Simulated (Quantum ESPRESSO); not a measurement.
A run of Quantum ESPRESSO 7.5:

File pw.in:

```
&CONTROL
  calculation = 'scf'
  prefix = 'pwscf'
  outdir = './tmp'
  pseudo_dir = './pseudo'
  tprnfor = .true.
  tstress = .true.
  disk_io = 'low'
/
&SYSTEM
  ibrav = 0
  A = 4.57073657
  nat = 2
  ntyp = 2
  ecutwfc = 84
  nbnd = 20
  occupations = 'smearing'
  smearing = 'fd'
  degauss = 0.00367493
/
&ELECTRONS
  conv_thr = 4d-10
  electron_maxstep = 120
  mixing_beta = 0.5
/
ATOMIC_SPECIES
Te   127.6000 Te.upf
Mg    24.3050 Mg.upf
CELL_PARAMETERS alat
   0.0000000000    0.7071067812    0.7071067812
   0.7071067812    0.0000000000    0.7071067812
   0.7071067812    0.7071067812    0.0000000000
ATOMIC_POSITIONS alat
Te     0.3535533906    0.3535533906    0.3535533906
Mg     0.0000000000    0.0000000000    0.0000000000
K_POINTS automatic
2 2 2 1 1 1
```

File relax.in:

```
&CONTROL
  calculation = 'vc-relax'
  prefix = 'pwscf'
  outdir = './tmp'
  pseudo_dir = './pseudo'
  tprnfor = .true.
  tstress = .true.
  disk_io = 'low'
  nstep = 40
  forc_conv_thr = 0.0001
  etot_conv_thr = 1d-06
/
&SYSTEM
  ibrav = 0
  A = 4.57073657
  nat = 2
  ntyp = 2
  ecutwfc = 84
  nbnd = 20
  occupations = 'smearing'
  smearing = 'fd'
  degauss = 0.00367493
/
&ELECTRONS
  conv_thr = 4d-10
  electron_maxstep = 120
  mixing_beta = 0.5
/
&IONS
  ion_dynamics = 'bfgs'
/
&CELL
  cell_dynamics = 'bfgs'
  press = 0
  press_conv_thr = 0.2
/
ATOMIC_SPECIES
Te   127.6000 Te.upf
Mg    24.3050 Mg.upf
CELL_PARAMETERS alat
   0.0000000000    0.7071067812    0.7071067812
   0.7071067812    0.0000000000    0.7071067812
   0.7071067812    0.7071067812    0.0000000000
ATOMIC_POSITIONS alat
Te     0.3535533906    0.3535533906    0.3535533906
Mg     0.0000000000    0.0000000000    0.0000000000
K_POINTS automatic
2 2 2 1 1 1
```

scf2.in

```
&CONTROL
  calculation = 'scf'
  prefix = 'pwscf'
  outdir = './tmp'
  pseudo_dir = './pseudo'
  tprnfor = .true.
  tstress = .true.
  disk_io = 'low'
/
&SYSTEM
  ibrav = 0
  A = 4.55929063
  nat = 2
  ntyp = 2
  ecutwfc = 84
  nbnd = 20
  occupations = 'fixed'
/
&ELECTRONS
  conv_thr = 1d-13
  electron_maxstep = 120
  mixing_beta = 0.5
  startingpot = 'file'
  startingwfc = 'file'
/
ATOMIC_SPECIES
Te   127.6000 Te.upf
Mg    24.3050 Mg.upf
CELL_PARAMETERS alat
   0.0000000000    0.7071067811    0.7071067811
   0.7071067811    0.0000000000    0.7071067811
   0.7071067811    0.7071067811    0.0000000000
ATOMIC_POSITIONS alat
Te     0.3535533905    0.3535533905    0.3535533905
Mg     0.0000000000    0.0000000000    0.0000000000
K_POINTS automatic
2 2 2 1 1 1
```

Contents of ph.in:

```
phonons of MgTe
&INPUTPH
  prefix = 'pwscf'
  outdir = './tmp'
  tr2_ph = 1d-16
  fildyn = 'dyn'
  niter_ph = 60
  alpha_mix(1) = 0.7
  epsil = .true.
/
0.0000000000 0.0000000000 0.0000000000
```

Contents of dynmat.in:

```
&INPUT
  fildyn = 'dyn'
  asr = 'crystal'
  lperm = .true.
  filout = 'dynmat.disp'
  fileig = 'dynmat.eig'
/
```

The input dynmat_lo.in:

```
&INPUT
  fildyn = 'dyn'
  asr = 'crystal'
  filout = 'dynmat_lo.disp'
  fileig = 'dynmat_lo.eig'
  q(1) = 0
  q(2) = 0
  q(3) = 1
/
```

Potentials or basis: PseudoDojo 0.4.1 SR PBEsol standard.

Run with:

```bash
$ OMP_NUM_THREADS=1 pw.x -in pw.in > pw.out
$ OMP_NUM_THREADS=1 pw.x -in relax.in > relax.out
$ OMP_NUM_THREADS=1 pw.x -in scf2.in > scf2.out
$ OMP_NUM_THREADS=1 ph.x -in ph.in > ph.out
$ OMP_NUM_THREADS=1 dynmat.x -in dynmat.in > dynmat.out
$ OMP_NUM_THREADS=1 dynmat.x -in dynmat_lo.in > dynmat_lo.out
```

Hardware: 1 thread of Arm Neoverse V1, on a shared host.

Q: Estimate the wall time of this run.

A: It took 2.6 min on 1 thread of Arm Neoverse V1 (shared host), peak memory 0.14 GiB. Counts: scf iterations 51, k pools 1, bands 20, ion steps 5, k points 2, g dense 47447.
